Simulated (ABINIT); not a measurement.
# NaCl (Fm-3m): G0W0 with ABINIT, start to end, part 3 of 3

How does a plane-wave GW calculation on NaCl (Fm-3m) run from the first input to the gap?

ABINIT 10.8.3; PBE and many-body steps on it, plane waves. Known limits of the many-body steps: not at the basis limit; coarse k mesh.

So far. Step 4 (Empty states on the mesh, 4×4×4 mesh, 88 bands): On this mesh the gap is 5.150 eV. Step 5 (Screening, 4×4×4 mesh, 80 bands, screening to 136.1 eV): Local fields lower ε∞ by 15 %. On a Γ-centred mesh this coarse the value itself is usually too large, while a short band sum pulls it down.

The database entry behind the starting cell differs from later determinations by our own check (an axis about 0.4 % short against later determinations), so it need not match the best structure at ambient conditions.

### 6. Self-energy, 4×4×4 mesh, 80 bands, screening to 136.1 eV

The self-energy is evaluated for the states that the input lists, and the levels follow from it, in one-shot runs by the linearised quasiparticle equation.

This step: G0W0 on PBE, plane waves, norm-conserving pseudopotentials.

run.abi reads:

```
acell 3*1.0 Angstrom
rprim 
  0.000000000000 2.810000000000 2.810000000000
  2.810000000000 0.000000000000 2.810000000000
  2.810000000000 2.810000000000 0.000000000000
ntypat 2
znucl 11 17
natom 2
typat 1 2
xred 
  0.000000000000 0.000000000000 0.000000000000
  0.500000000000 0.500000000000 0.500000000000
pp_dirpath "pseudos"
pseudos "Na.upf, Cl.upf"
ecut 38
ngkpt 4 4 4
nshiftk 1
shiftk 0 0 0
kptopt 1
chksymbreak 0
istwfk *1
occopt 1
irdwfk 1
optdriver 4
nband 80
gwcalctyp 0
ecutsigx 38
symsigma 1
nkptgw 1
kptgw 
  0.0000000000 0.0000000000 0.0000000000
bdgw 
  6 12
ecuteps 5
irdscr 1
ppmodel 1
indata_prefix "in"
outdata_prefix "out"
tmpdata_prefix "tmp"
```

Launch:

```sh
> OMP_NUM_THREADS=1 mpirun -n 8 abinit run.abi > log
```

Numbers of over 12 decimals in the logs are rounded to 6 here.

The program printed:

```text
.Version 10.8.3 of ABINIT. v10.8.2 released Aug 2026.

 Symmetries : space group Fm -3 m (#225); Bravais cF (face-center cubic)
[... echo of the input left out ...]
== DATASET  1 ==================================================================
-   mpi_nproc: 8, omp_nthreads: 1 (-1 if OMP is not activated)

--- !DatasetInfo
iteration_state: {dtset: 1, }
dimensions: {natom: 2, nkpt: 8, mband: 80, nsppol: 1, nspinor: 1, nspden: 1, mpw: 3383, }
cutoff_energies: {ecut:  38.0, pawecutdg:  -1.0, }
electrons: {nelect:   1.60000000E+01, charge:   0.00000000E+00, occopt:   1.00000000E+00, tsmear:   1.00000000E-02, }

 SIGMA: Calculation of the GW corrections

 Based on a program developped by R.W. Godby, V. Olevano, G. Onida, and L. Reining.
 Incorporated in ABINIT by V. Olevano, G.-M. Rignanese, and M. Torrent.
.Using double precision arithmetic ; gwpc =  8

[... cell and pseudopotentials left out ...]
--------------------------------------------------------------------------------

 ==== K-mesh for the wavefunctions ====
 Number of points in the irreducible wedge :     8
[... list of points left out ...]
 Together with 48 symmetry operations and time-reversal symmetry
 yields    64 points in the full Brillouin Zone.

 ==== Q-mesh for screening function ====
 Number of points in the irreducible wedge :     8
[... list of points left out ...]
 Together with 48 symmetry operations and time-reversal symmetry
 yields    64 points in the full Brillouin Zone.

 vcoul_init : cutoff-mode = AUXILIARY_FUNCTION
 q-points for optical limit:   1
     1)      0.000010    0.000020    0.000030
 setmesh: FFT mesh size selected  =    45x   45x   45
          total number of points  =        91125

 Number of electrons calculated from density =   16.0000; Expected =   16.0000
 average of density, n =  0.053429
 r_s =    1.6471
 omega_plasma =   22.2968 [eV]

 === KS Band Gaps ===
  >>>> For spin  1
   Minimum direct gap =   5.1497 [eV], located at k-point      :   0.0000  0.0000  0.0000
   Fundamental gap    =   5.1497 [eV], Top of valence bands at :   0.0000  0.0000  0.0000
                                       Bottom of conduction at :   0.0000  0.0000  0.0000
 SIGMA fundamental parameters:
 PLASMON POLE MODEL  1
 number of plane-waves for SigmaX                 3383
 number of plane-waves for SigmaC and W            169
 number of plane-waves for wavefunctions          3383
 number of bands                                    80
 number of independent spin polarizations            1
 number of spinorial components                      1
 number of k-points in IBZ                           8
 number of q-points in IBZ                           8
 number of symmetry operations                      48
 number of k-points in BZ                           64
 number of q-points in BZ                           64
 number of frequencies for dSigma/dE                 9
 frequency step for dSigma/dE [eV]                0.25
 number of omega for Sigma on real axis              0
 max omega for Sigma on real axis  [eV]           0.00
 zcut for avoiding poles [eV]                     0.10

 EPSILON^-1 parameters (SCR file):
 dimension of the eps^-1 matrix on file            169
 dimension of the eps^-1 matrix used               169
 number of plane-waves for wavefunctions          3383
 number of bands                                    80
 number of q-points in IBZ                           8
 number of frequencies                               2
 number of real frequencies                          1
 number of imag frequencies                          1

 matrix elements of self-energy operator (all in [eV])

 Perturbative Calculation

--- !SelfEnergy_ee
iteration_state: {dtset: 1, }
kpoint     : [   0.000,    0.000,    0.000, ]
spin       : 1
KS_gap     :    5.150
QP_gap     :    7.987
Delta_QP_KS:    2.837
data: !SigmaeeData |
     Band     E0 <VxcDFT>   SigX SigC(E0)      Z dSigC/dE  Sig(E)    E-E0       E
        6  -0.539 -14.493 -18.927   2.045   0.812  -0.231 -16.433  -1.940  -2.478
        7  -0.539 -14.493 -18.927   2.045   0.812  -0.231 -16.433  -1.940  -2.478
        8  -0.539 -14.493 -18.927   2.045   0.812  -0.231 -16.433  -1.940  -2.478
        9   4.611  -8.178  -4.163  -2.977   0.865  -0.157  -7.280   0.898   5.509
       10  10.523  -8.376  -3.599  -3.177   0.861  -0.162  -6.999   1.377  11.901
       11  10.523  -8.376  -3.599  -3.177   0.861  -0.162  -6.999   1.377  11.901
       12  10.523  -8.376  -3.599  -3.177   0.861  -0.162  -6.999   1.377  11.901

== END DATASET(S) ==============================================================
================================================================================

 -outvars: echo values of variables after computation  --------
           etotal      0.0000000000E+00
            nband          80
             nkpt           8
          spgroup         225
 [... the other variables as echoed above ...]

 Calculation completed.
```

The job ended after 2.7 s (8 MPI ranks of AMD EPYC 9R45, shared host; peak memory 0.18 GiB).

Numbers from this step:

| Property | Result |
| --- | --- |
| G0W0 gap on the points computed | 7.987 eV |
| starting gap on the mesh | 5.150 eV |
| k of the valence top | 0, 0, 0 |
| k of the conduction bottom | 0, 0, 0 |
| Z at the valence top | 0.812 |
| Z at the conduction bottom | 0.865 |
| least direct G0W0 gap on the computed points | 7.987 eV |

The gap on the mesh goes from 5.15 eV to 7.99 eV, a correction of +2.84 eV.

Limits: finite bands, cutoff and mesh; coarse k mesh. v1 is the top filled band, c1 the lowest empty one. The levels before and after the correction (eV, zero at the valence-band top of each column):

```
           conduction bottom  valence top
Kohn-Sham               5.15         0.00
     G0W0               7.99         0.00
```

```
             level  energy (eV)
Kohn-Sham  Γ v3-v1        0.000
Kohn-Sham     Γ c1        5.150
Kohn-Sham  Γ c2-c4       11.062
     G0W0  Γ v3-v1        0.000
     G0W0     Γ c1        7.987
     G0W0  Γ c2-c4       14.379
```

### 7. Where the time went

Times are wall times on 8 MPI ranks of AMD EPYC 9R45, shared host, good to a factor of about two.

```csv
step,time,share,memory (GiB)
ground state,3.5 s,16 %,0.71
bands along the symmetry lines,5.1 s,23 %,0.59
empty states on the mesh,6.1 s,28 %,0.59
screening,4.8 s,22 %,1.3
self-energy,2.7 s,12 %,0.18
```

### 8. Outcome

- PBE gap: 5.15 eV, direct
- G0W0 gap on the mesh: 7.99 eV
- GW settings: 4×4×4 mesh, 80 bands, screening to 136.1 eV, Godby-Needs plasmon pole
- known limits: not at the basis limit; coarse k mesh

G0W0 moves the gap on the mesh from 5.15 eV to 7.99 eV (+2.84 eV), with Z of 0.81 and 0.86 at the edges. Local fields lower the RPA ε∞ on this mesh from 2.79 to 2.38; a Γ-centred mesh this coarse tends to raise both, most where the direct gap is narrow, while a short band sum lowers them. Only 1 of the mesh's irreducible points was corrected, so a valley elsewhere could overtake. Bands and cutoff are finite, so the gap is not at the basis limit. The miss can reach some tenths of an eV and take either sign; the mesh is an error of its own. In the G0W0 run levels were corrected at 1 k point alone, so a gap called «on the mesh» is the least over those, and an edge elsewhere would be missed. The 4×4×4 mesh is coarse for this cell, which bears on the long-range parts of exchange and screening.

[Paths, hosts, dates, memory and timing lines, banners, echoed tables and standing remarks are left out of the program output.]

[Logs are printed without paths, hosts, clocks, repeated set-up lines and the standing remarks that a program may print on its own settings, such as how far it seeks lower states.]

[Runs of the session that timed out or met a known fault of the program may be left out.]

[Hosts, paths, dates, database ids (printed as entryN), source tags and the programs' standing remarks are cut or masked in the printed files.]

[G0W0 gaps are taken among the corrected bands and points alone; a level outside them can change the order at an edge.]

[Where Ansatz stands beside ABINIT at settings called matched, ABINIT's density can come from a denser mesh and the files from another edition; pairs whose starting gaps differed by over 0.03 eV were left out, so agreement reads better than it is.]
